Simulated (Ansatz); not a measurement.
**Mg2Ge: how the settings move a single-point run**

How sensitive is a single-point run of Mg2Ge to its settings? A reference run comes first, then four runs with altered input.

Computed with Ansatz 0.2.0 (reference: DFT, HSE06, plane waves, PAW, unless a step's input says otherwise).

4 further runs of the same task are left out: 4 that didn't finish.

## (1) The structure to begin with

It takes space group Fm-3m (No. 225, cubic). The conventional cell has a = 6.366 Å, b = 6.366 Å, c = 6.366 Å, α = 90.00°, β = 90.00°, γ = 90.00°. Ge (site symmetry m-3m) is surrounded by 8 Mg at 2.76 Å. Mg (site symmetry -43m) is surrounded by 4 Ge at 2.76 Å.

As a file:

```
Ge Mg
1.0
     0.00000    3.18310    3.18310
     3.18310    0.00000    3.18310
     3.18310    3.18310    0.00000
Ge Mg
1 2
Direct
  0.00000 0.00000 0.00000
  0.25000 0.25000 0.25000
  0.75000 0.75000 0.75000
```

## (2) The reference run

The input, input.yaml:

```yaml
crystal:
  lattice:
    - [0.0, 3.183101237, 3.183101237]
    - [3.183101237, 0.0, 3.183101237]
    - [3.183101237, 3.183101237, 0.0]
  atoms:
    - { symbol: Ge, position: [0.0, 0.0, 0.0] }
    - { symbol: Mg, position: [0.25, 0.25, 0.25] }
    - { symbol: Mg, position: [0.75, 0.75, 0.75] }
kpoints:
  mp_grid: { grid: [4, 4, 4] }
hamiltonian:
  xc: hse06
scf:
  occupations: { method: fermi_dirac, width: 0.02 }
  n_extra_bands: 4
output:
  forces: true
  stress: true
  eigenvalues: true
```

The run is started by

```sh
$ ansatz run input.yaml --threads 4 --pin off --max-ram 3686MiB --backend cpu --events-out ev --progress --plain --runs-dir out
```

## (3) Changing settings: exchange pbe, correlation pbe, coeff 0.05, omega 0.5

input.yaml: that of step 2 with these lines changed.

```diff
@@ -12,3 +12,3 @@
 hamiltonian:
-  xc: hse06
+  xc: { exchange: pbe, correlation: pbe, exx: { coeff: 0.05, omega: 0.5 } }
 scf:
```

## (4) Changed: exchange pbe, correlation pbe, coeff 0.4, omega 0.3

input.yaml: that of step 2 with these lines changed.

```diff
@@ -12,3 +12,3 @@
 hamiltonian:
-  xc: hse06
+  xc: { exchange: pbe, correlation: pbe, exx: { coeff: 0.4, omega: 0.3 } }
 scf:
```

## (5) Variant: xc pbe0

input.yaml: that of step 2 with these lines changed.

```diff
@@ -12,3 +12,3 @@
 hamiltonian:
-  xc: hse06
+  xc: pbe0
 scf:
```

## (6) Changing settings: occupations.method gaussian, occupations.width 0.05

input.yaml: that of step 2 with these lines changed.

```diff
@@ -14,3 +14,3 @@
 scf:
-  occupations: { method: fermi_dirac, width: 0.02 }
+  occupations: { method: gaussian, width: 0.05 }
   n_extra_bands: 4
```

What does the calculation give? Wanted: for each run, ending; energy change; pressure; gap; force.

**Answer**, as computed:

```csv
run,ending,energy change,pressure (GPa),gap (eV),force (eV/Å),cycles,time
reference,converged,0,0.3,0.52,0.00,18,16 s
"1: exchange pbe, correlation pbe, coeff 0.05, omega 0.5",converged,not comparable,1.1,0.13,0.00,15,17 s
"2: exchange pbe, correlation pbe, coeff 0.4, omega 0.3",converged,not comparable,0.1,0.58,0.00,21,20 s
3: xc pbe0,converged,not comparable,0.2,1.14,0.00,20,15 s
"4: occupations.method gaussian, occupations.width 0.05",converged,0.0 meV/atom (σ→0),0.3,0.52,0.00,-,15 s
```

Residual by cycle in the longest SCF loop of each run; runs are numbered as in the table. The quantity is the density residual dr2, in eV.

```csv
cycle,reference,run 1,run 2,run 3,run 4
1,0.0142,0.0138,0.0147,0.0143,0.0145
2,5.3e-4,5.1e-4,5.4e-4,5.3e-4,5.4e-4
3,1.4e-4,1.3e-4,1.4e-4,1.4e-4,1.4e-4
4,3.9e-5,1.9e-5,4.0e-5,3.9e-5,4.0e-5
5,2.1e-6,3.0e-7,2.2e-6,2.1e-6,2.3e-6
6,4.2e-8,8.8e-9,4.3e-8,4.3e-8,4.5e-8
7,1.6e-9,5.7e-10,1.4e-9,1.6e-9,1.8e-9
8,1.0e-10,-,8.0e-11,9.6e-11,1.0e-10
```

What this shows: «occupations.method gaussian, occupations.width 0.05» leaves the energy as it was.
